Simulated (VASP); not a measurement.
## C: relaxation of cell and atoms with r2SCAN

The system is C.

```
C
1.0
     4.45543    0.00000    0.00000
     0.00000    4.45543    0.00000
     0.00000    0.00000    4.45543
C
8
Direct
  0.50000 0.50000 0.50000
  0.00000 0.00000 0.00000
  0.25000 0.00000 0.50000
  0.50000 0.25000 0.00000
  0.50000 0.75000 0.00000
  0.75000 0.00000 0.50000
  0.00000 0.50000 0.75000
  0.00000 0.50000 0.25000
```

The cell was built by a generator and needn't be a form met in nature.

- Program: VASP 6.6.1
- Task: relaxation of cell and atoms
- Functional: r2SCAN
- Potentials or basis: VASP PAW PBE potentials, release 64 (C)
- Cutoff: 600 eV
- k mesh: 4 × 4 × 4
- Occupations: gaussian, width 0.1 eV
- Spin: no spin polarisation
- Dipole correction: no
- Further INCAR settings: ALGO = Normal; EDIFF = 1e-06; IBRION = 2; EDIFFG = -0.04; NSW = 90; ISIF = 3

- Relaxed volume: 7.32 Å³/atom
- Relaxed cell: a = 3.883 Å, b = 3.883 Å, c = 3.883 Å, α = 90.00°, β = 90.00°, γ = 90.00°
- Space group after relaxing (to 0.05 Å): Pm-3n (No. 223)
- Energy gained by relaxing: 414.9 meV/atom
- Ionic steps: 6
- Pressure after relaxing: 0.1 GPa
- Band gap on the k mesh: none (metal or under the smearing width)

The path:
| step | energy change (eV) | largest force (eV/Å) | pressure (GPa) | volume (Å³) |
| --- | --- | --- | --- | --- |
| 1 | 0.0000 | 0.0000 | -27.87 | 88.44 |
| 2 | -3.0341 | 0.0000 | -11.32 | 66.04 |
| 3 | -3.2889 | 0.0000 | -4.25 | 60.75 |
| 4 | -2.7549 | 0.0000 | 27.40 | 51.03 |
| 5 | -3.3173 | 0.0000 | -1.26 | 59.16 |
| 6 | -3.3194 | 0.0000 | 0.15 | 58.56 |

Final structure:
```
CELL_PARAMETERS angstrom
3.88321 0.00000 0.00000
0.00000 3.88321 0.00000
0.00000 0.00000 3.88321
ATOMIC_POSITIONS crystal
C 0.50000 0.50000 0.50000
C 0.00000 0.00000 0.00000
C 0.25000 0.00000 0.50000
C 0.50000 0.25000 0.00000
C 0.50000 0.75000 0.00000
C 0.75000 0.00000 0.50000
C 0.00000 0.50000 0.75000
C 0.00000 0.50000 0.25000
```

Levels at points of the mesh, in eV from the Fermi level:
```tsv
k point	band 13	band 14	band 15	band 16	band 17	band 18	band 19	band 20
(0.00, 0.00, 0.00)	-3.12	-3.12	-3.12	-3.12	-0.72	-0.72	-0.72	-0.45
(0.50, 0.00, 0.00)	-2.10	-2.10	-0.95	-0.95	-0.01	-0.01	0.96	0.96
(0.50, 0.50, 0.00)	-0.39	-0.21	0.66	0.66	0.81	0.81	1.50	1.97
(0.50, 0.50, 0.50)	0.63	0.63	1.77	1.77	2.38	2.38	2.38	2.38
```

Run time: 5.6 min on 1 thread of Intel(R) Xeon(R) Platinum 8259CL CPU @ 2.50GHz (Skylake/Cascade Lake), on a shared host, peak memory 0.22 GiB.

Caveat: the volume moved by over 15 % at a fixed basis, so the end points are rough; the PAW data sets were made with another functional, which shifts forces and pressure a little.
